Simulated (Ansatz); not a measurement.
Consider the hydrogen abstraction from the Si–H bond: `F[SiH](Cl)[GeH3]` + `F[C](F)F`• → `F[Si](Cl)[GeH3]`• + trifluoromethane.

Gas-phase electronic energies from Ansatz, PBE0-D4/def2-TZVP geometries. CCSD(T)/CBS is the MP2 limit (def2-TZVPP, def2-QZVPP) plus CCSD(T) − MP2 in def2-TZVPP, frozen cores. This one scheme is used for every species. DFT in def2-TZVPP. No spin–orbit coupling; open shells (•) take unrestricted orbitals. For Ge outer-core shells are correlated without core-valence functions, which leaves a few kJ/mol of doubt a bond. Scalar relativity is left out up to krypton.

Is it downhill or uphill in electronic energy at CCSD(T)/CBS, and by how much? (Best estimate.)

The calculation gave: Downhill: ΔE = -0.80 eV.

What do these levels give: B2PLYP, revPBE, r2SCANh, RPA@PBE/def2-TZVPP, MP2/def2-TZVPP, HF/def2-QZVPP? (Best estimate.)

The calculation gave: B2PLYP -0.79, revPBE -0.83, r2SCANh -0.74, RPA@PBE/def2-TZVPP -0.81, MP2/def2-TZVPP -0.83, HF/def2-QZVPP -0.57 eV.

What do rigid-rotor, harmonic-oscillator terms from PBE0-D4/def2-TZVP frequencies (298.15 K, 1 bar) make of the CCSD(T)/CBS value? (Best estimate.)

Computed: ΔZPE = +0.11 eV, ΔH = -0.69 eV, ΔS = 1 J/(mol·K), ΔG = -0.70 eV. Open shells count their whole term as degenerate.

Largest T1 diagnostic among the species: 0.014.

In def2-TZVPP, CCSD(T) changes the Hartree–Fock value by −0.23 eV (the triples alone add −0.02 eV) and MP2 by −0.26 eV. From PBE to PBE0 (25 % exact exchange), in def2-TZVPP and without D4, ΔE moves by +0.04 eV. At CCSD(T), def2-SVP lies +0.04 eV from the extrapolated value and def2-TZVPP +0.01 eV.
